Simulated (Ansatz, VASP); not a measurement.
# TiAl: VASP beside Ansatz

```
CELL_PARAMETERS angstrom
3.11417 0.00000 0.00000
0.00000 3.11417 0.00000
0.00000 0.00000 3.11417
ATOMIC_POSITIONS crystal
Ti 0.00000 0.00000 0.00000
Al 0.50000 0.50000 0.50000
```

Change from the starting cell: volume scaled by 0.94.

Alike in both runs: task single point; functional PBE; k mesh 8 × 8 × 8; occupations fermi-dirac, width 0.05 eV; no spin polarisation.

```csv
,VASP,Ansatz
version,VASP 6.6.1,Ansatz 0.2.0
potentials or method,"VASP PAW PBE potentials, release 64 (Ti_sv, Al)",Ansatz PAW
plane-wave cutoff (eV),520,420
valence electrons in the cell,15,15
```

Ansatz gave:

```
gap on the k mesh at the Fermi level (eV) : none
pressure (GPa)                            : 8.9
```

Problem. Estimate VASP's values.

Solution. gap on the k mesh at the Fermi level (eV): none; pressure (GPa): 8.8.

A gap of «none» marks a metal or a gap that the smearing closes.
